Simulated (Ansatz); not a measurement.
InCuS2:
Space group I-42d (No. 122); a = 5.522 Å, b = 5.522 Å, c = 11.130 Å, α = 90.00°, β = 90.00°, γ = 90.00°

```
atom  site  symmetry       x       y       z
----  ----  --------  ------  ------  ------
Cu      4a      -4..  0.0000  0.0000  0.0000
In      4b      -4..  0.0000  0.0000  0.5000
S       8d       .2.  0.2217  0.2500  0.1250
```
(The calculation used a cell of 8 atoms; values per cell refer to that cell.)

Relaxed with r²SCAN. DFT-r²SCAN in the program Ansatz with PAW potentials gives a gap of 0.36 eV.

**Question.** What gap does HSE06 give on the same cell (Ansatz, PAW)?

**Answer.** 1.20 eV, 0.84 eV more. The hybrid was solved on a coarser mesh and at special points; the gap given is the minimum over both.

| k | v1 r²SCAN | c1 r²SCAN | v1 HSE06 | c1 HSE06 |
|---|---|---|---|---|
| Γ | 0.00 | 0.36 | 0.00 | 1.20 |
| M | -0.78 | 2.16 | ? | ? |
| X | -0.43 | 1.57 | ? | ? |
| P | -0.55 | 1.79 | -0.69 | 2.69 |
| N | -0.44 | 2.38 | -0.56 | 3.33 |
| S0 | -0.56 | 2.39 | ? | ? |
| R | -0.58 | 1.78 | ? | ? |

**Question.** Top valence (v1) and lowest conduction level (c1) in eV from each method's valence maximum (which need not be a listed point): supply the withheld HSE06 values.

**Answer.** 
- X, v1 HSE06: -0.54
- X, c1 HSE06: 2.47
- M, v1 HSE06: -0.97
- M, c1 HSE06: 3.06
- S0, v1 HSE06: -0.69
- S0, c1 HSE06: 3.33
- R, v1 HSE06: -0.71
- R, c1 HSE06: 2.68

Cost on shared cores: the r²SCAN run (SCF on a 7×7×7 mesh, then bands and DOS) roughly 7 core-minutes, the HSE06 run (SCF on 4×4×4, then a few points) around 12 core-minutes (rough); the tasks are unlike.

The r²SCAN relaxation kept the symmetry of its start. No spin polarisation was allowed. Spin–orbit coupling is left out wherever it is not named.

Potentials: the later of the program's two PAW sets.
